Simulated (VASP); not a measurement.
A run of VASP 6.6.1:

INCAR

```
  PREC = Accurate
  ENCUT = 600
  EDIFF = 1E-7
  ISMEAR = 0
  SIGMA = 0.02
  LREAL = F
  LASPH = T
  NELM = 60
  ALGO = Fast
  ISIF = 3
  LWAVE = F
  LCHARG = F
  GGA = PS
  IBRION = 2
  NSW = 60
  EDIFFG = -0.005
```

Contents of KPOINTS:

```
Automatic mesh
0
Gamma
  10 10 6
```

File POSCAR:

```
SnS2
1.0
    3.6743056000      0.0000000000      0.0000000000
   -1.8371528000      3.1820419900      0.0000000000
    0.0000000000      0.0000000000      6.2288318400
Sn S
1 2
Direct
    0.0000000000      0.0000000000      0.0000000000
    0.3333333300      0.6666666700      0.2346534700
    0.6666666700      0.3333333300      0.7653465300
```

Potentials or basis: VASP PAW PBE potentials, release 64 (Sn_d, S).

Command:

```console
$ cat potpaw_PBE.64/Sn_d/POTCAR potpaw_PBE.64/S/POTCAR > POTCAR
$ mpirun -np 1 vasp_std > vasp.out
```

Hardware: 1 thread of Intel(R) Xeon(R) Platinum 8375C CPU @ 2.90GHz (Ice Lake), with other jobs on the host.

Question: Estimate the wall time of this run.

Answer: It took 18 min on 1 thread of Intel(R) Xeon(R) Platinum 8375C CPU @ 2.90GHz (Ice Lake), with other jobs on the host, peak memory 0.29 GiB. Counts: scf iterations 186, k points 72, ion steps 21.
